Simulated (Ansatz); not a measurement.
## Levels of theory for ZnS (zincblende)

Measured values to be reproduced:
- lattice constant a: 5.411 Å (cubic a, untreated; bracketed figure appears to be the next digit, not an uncertainty; powder X-ray diffraction; ceramic; commercial polycrystalline ceramic window; bracketed digit ambiguous (next digit or uncertainty); “On the Surface Hardening of Zinc Sulfide Windows by Gallium Sulfide”, 2024, pmc:11595366)
- band gap: 3.85 eV (direct gap E0 at Gamma; 19 K; measured value quoted from literature; literature value at 19 K; includes electron-phonon renormalization, which the paper puts at about 0.1 eV; quoted in “Electronic, vibrational, and thermodynamic properties of ZnS (zincblende and rocksalt structure)”, 2009, arxiv:0911.5022)

The calculated numbers come from the plane-wave code Ansatz. No spin polarisation and no zero-point or thermal motion.

Structure: ZnS in the zincblende structure, at its r2SCAN minimum. It is cubic, F-43m (No. 216); a = 5.388 Å in the conventional setting, 19.55 Å³ an atom. Zn is surrounded by 4 S at 2.33 Å; S is surrounded by 4 Zn at 2.33 Å.

```
Zn S
1.0
     0.00000    2.69409    2.69409
     2.69409    0.00000    2.69409
     2.69409    2.69409    0.00000
Zn S
1 1
Cartesian
  0.0000 0.0000 0.0000
  1.3470 1.3470 1.3470
```

Relaxed lattice by functional, symmetry kept:

| functional | k mesh | a (Å) | volume (Å³/atom) |
| --- | --- | --- | --- |
| PBE | 8×8×8 | 5.444 | 20.16 |
| r2SCAN | 8×8×8 | 5.388 | 19.55 |
| PBEsol | 8×8×8 | 5.357 | 19.21 |
| LDA | 8×8×8 | 5.297 | 18.58 |
| HSE06 | 6×6×6 | 5.425 | 19.96 |

Band edges at fixed r2SCAN geometry:
```
       level  k mesh  gap (eV)    kind  edges  least direct gap (eV)        rough cost
         LDA   8×8×8      1.90  direct      Γ                   1.90  2.7 core-seconds
         PBE   8×8×8      2.15  direct      Γ                   2.15    4 core-seconds
      r2SCAN   8×8×8      2.71  direct      Γ                   2.71    6 core-seconds
       HSE06   6×6×6      3.38  direct      Γ                   3.38   80 core-seconds
    DDH-PBE0   6×6×6      3.41  direct      Γ                   3.41   90 core-seconds
        PBE0   6×6×6      4.04  direct      Γ                   4.04   70 core-seconds
     r2SCAN0   6×6×6      4.39  direct      Γ                   4.39  120 core-seconds
Hartree-Fock   6×6×6     10.28  direct      Γ                  10.28   90 core-seconds
```
PBE: smearing of 0.02 eV; the others have fixed occupations.
Wave cutoffs: 420 eV, 500 eV (r2SCAN, r2SCAN0).
Costs come from shared machines and give only the order; PBE's includes the band path. The runs had 4 threads of Arm Neoverse V1, on a shared host.

With HSE06 the gap is 3.38 eV and direct, at Γ.

r2SCAN covers 45 % of the step from PBE to HSE06, while HSE06 needs about 13 times r2SCAN's cost (on a coarser mesh). All these functionals give a gap of the same kind, direct.

r2SCAN (ground state on 6×6×6): The electronic dielectric tensor ε∞ is 5.43 in all directions. Born charges, averaged over directions: Zn +1.99, S -1.99 e. PBE (ground state on 6×6×6): The electronic dielectric tensor ε∞ is 5.93 in all directions. Born charges, averaged over directions: Zn +1.98, S -1.98 e.

On the PBEsol cell (a = 5.357 Å), with PBEsol: The optical mode at Γ lies at 279 cm⁻¹ without the longitudinal term. With the long-range field the highest mode reaches 339 cm⁻¹. The program warns that the force constants, and all that is formed from them, aren't settled on this k mesh. The clamped-ion dielectric constant comes out as 6.09 in all directions. With the ions relaxed, ε⁰ is 9.0 in all directions. Born charges, averaged over directions: Zn +1.95, S -1.95 e.

Set against measured values:
- Lattice constant a, measured 5.411 Å: PBE 5.444 (+0.6 %), r2SCAN 5.388 (-0.4 %), PBEsol 5.357 (-1.0 %), LDA 5.297 (-2.1 %), HSE06 5.425 (+0.3 %).
- Gap, measured 3.85 eV (direct): LDA 1.90 (-1.95), PBE 2.15 (-1.70), r2SCAN 2.71 (-1.14), HSE06 3.38 (-0.47), DDH-PBE0 3.41 (-0.44), PBE0 4.04 (+0.19), r2SCAN0 4.39 (+0.54), Hartree-Fock 10.28 (+6.43) eV.
The calculated lattice is static; the measured one holds thermal expansion and zero-point motion. Measured gaps include zero-point and thermal shifts, optical ones also the exciton binding, and spin-orbit coupling, which these levels lack. Reports marked as nanostructured, strained, doped, implanted or mixed samples, and transport gaps, were set aside.

The meshes of the hybrids are coarse, so their gaps aren't converged to the digits shown.
